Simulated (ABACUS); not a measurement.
Runs of ABACUS 3.10.1 on Si. The structure is cubic, space group Fd-3m (No. 227). Conventional cell: a = 5.444 Å, b = 5.444 Å, c = 5.444 Å, α = 90.00°, β = 90.00°, γ = 90.00°. Si (site symmetry -43m) has 4 Si at 2.36 Å as nearest neighbours. 

```tsv
task	level	potentials or basis	cell	k mesh	cutoff (eV)	orbital files	optimiser	force threshold	max steps	cell moves	mesh quality	gap on the mesh (eV)	pressure (GPa)	V0 of scaled cells (Å³/atom)	relaxed volume (Å³/atom)	B0 (GPa)
relaxation of cell and atoms	PBEsol	PseudoDojo NC SR 0.4 PBEsol stringent, DZP LCAO (the cutoffs set its grid)	relaxed	7 × 7 × 7	1361	Si Si_confined-atom_7au_2s2p1d.orb	ASE FIRE	0.03 eV/Å	60	yes	not flagged	0.54	0.2	-	20.17	-
single point	r2SCAN	SG15 ONCV 1.2 PBE, DZP LCAO (the cutoffs set its grid)	as given	6 × 6 × 6	1361	Si Si_confined-atom_7au_2s2p1d.orb	-	-	-	-	not flagged	0.88	(a)	-	-	-
single point	SOGGA	PseudoDojo NC SR 0.4.1 PBEsol standard, plane waves	as given	6 × 6 × 6	490	-	-	-	-	-	not flagged	0.54	-1.5	-	-	-
equation of state	revPBE	GBRV ultrasoft 1.5 PBE, plane waves	as given	6 × 6 × 6	544	-	-	-	-	-	not flagged	-	-	(c)	-	87
single point	rPW86PBE	SPMS ONCV 1.0 PBE, plane waves	as given	6 × 6 × 6	816	-	-	-	-	-	not flagged	0.88	3.3	-	-	-
relaxation of cell and atoms	PBEsol	GBRV ultrasoft 1.5 PBEsol, plane waves	relaxed	6 × 6 × 6	544	-	cg	0.02 eV/Å	-	-	not flagged	0.60	0.0	-	20.05	-
equation of state	rSCAN	SG15 ONCV 1.2 PBE, plane waves	as given	5 × 5 × 5	939	-	-	-	-	-	coarse	-	-	20.37	-	(b)
equation of state	PBE	PseudoDojo NC SR 0.5 PBE stringent, plane waves	as given	6 × 6 × 6	490	-	-	-	-	-	not flagged	-	-	20.46	-	89
equation of state	B86bPBE	GBRV ultrasoft 1.5 PBE, plane waves	as given	6 × 6 × 6	544	-	-	-	-	-	not flagged	-	-	20.53	-	88
single point	BLYP	SPMS ONCV 1.0 PBE, DZP LCAO (the cutoffs set its grid)	as given	7 × 7 × 7	1361	Si Si_confined-atom_7au_2s2p1d.orb	-	-	-	-	not flagged	0.85	6.1	-	-	-
```

Alike in all rows: no spin polarisation; smearing fermi-dirac 0.05 eV.

Question: Fill in the values left out.

Answer: (a) 1.9; (b) 93; (c) 20.58.

Caveats: some runs use coarse meshes; the potentials were made for another functional, which shifts forces and pressure (some runs); the atomic orbitals were generated for these runs and aren't a published set (some runs); the basis of atomic orbitals isn't converged, which shifts pressures, moduli and gaps (some runs); an odd mesh through Γ misses points on the zone boundary, where band edges often lie (some runs).

Not every run made on this cell is shown here.
